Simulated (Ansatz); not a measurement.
Runs of Ansatz 0.2.0 on SnTe. The structure is cubic, space group Fm-3m (No. 225). The conventional cell has a = 6.302 Å, b = 6.302 Å, c = 6.302 Å, α = 90.00°, β = 90.00°, γ = 90.00°. Around Te (site symmetry m-3m) lie 6 Sn at 3.15 Å. Sn (site symmetry m-3m) has 6 Te at 3.15 Å as nearest neighbours. 

| task | level | potentials or basis | spin | cell | k mesh | cutoff (eV) | pressure (GPa) | relaxed volume (Å³/atom) |
| --- | --- | --- | --- | --- | --- | --- | --- | --- |
| relaxation of cell and atoms | BLYP+D4 | all-electron LAPW, scalar-relativistic | off | relaxed | 7 × 7 × 7 | - | 0.0 | 32.58 |
| relaxation of cell and atoms | BLYP+D3(BJ) | all-electron LAPW, scalar-relativistic | off | relaxed | 7 × 7 × 7 | - | 0.0 | (a) |
| band structure | LDA | all-electron LAPW, relativistic spinors | SOC, no magnetisation | as given | 5 × 5 × 5 | 186 | (b) | - |
| relaxation of cell and atoms | RPBE | all-electron LAPW, scalar-relativistic | off | relaxed | 7 × 7 × 7 | - | 0.0 | 34.04 |
| band structure | BLYP | all-electron LAPW, scalar-relativistic | off | as given | 7 × 7 × 7 | 185 | 6.1 | - |
| relaxation of cell and atoms | revPBE | all-electron LAPW, scalar-relativistic | off | relaxed | 7 × 7 × 7 | - | 0.0 | 33.70 |

Alike in all rows: smearing fermi-dirac 0.05 eV; basis error allowed 0.001 eV/atom.

Q: Fill in the values left out.

A: (a) 31.98; (b) -1.6.

Runs at the PBE level aren't shown here.
